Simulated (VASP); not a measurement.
Cd, 1 atom in the cell. The structure is cubic, space group Fm-3m (No. 225). Conventional cell: a = 4.436 Å, b = 4.436 Å, c = 4.436 Å, α = 90.00°, β = 90.00°, γ = 90.00°. Cd (site symmetry m-3m) is surrounded by 12 Cd at 3.14 Å. This isn't the form of Cd at room conditions, which is hcp.

| Quantity | Value |
| --- | --- |
| Program | VASP 6.6.1 |
| Task | relaxation of cell and atoms |
| Functional | LAK |
| Potentials or basis | VASP PAW PBE potentials, release 64 (Cd) |
| Cutoff | 600 eV |
| k mesh | 10 × 10 × 10 |
| Occupations | methfessel-paxton, width 0.1 eV |
| Spin | no spin polarisation |
| Further INCAR settings | ALGO = Normal; EDIFF = 1e-07; IBRION = 2; EDIFFG = -0.01; NSW = 60; ISIF = 3 |

Potentials or basis: VASP PAW PBE potentials, release 64 (Cd).

Command:

```console
$ cat potpaw_PBE.64/Cd/POTCAR > POTCAR
$ mpirun -np 1 vasp_std > vasp.out
```

Hardware: 1 thread of Intel(R) Xeon(R) 6975P-C (Granite Rapids) (shared host).

Question: Estimate the wall time of this run.

Answer: Run time: 2.1 min on 1 thread of Intel(R) Xeon(R) 6975P-C (Granite Rapids) (shared host), peak memory 0.18 GiB. Counts: scf iterations 60, k points 47, ion steps 3.
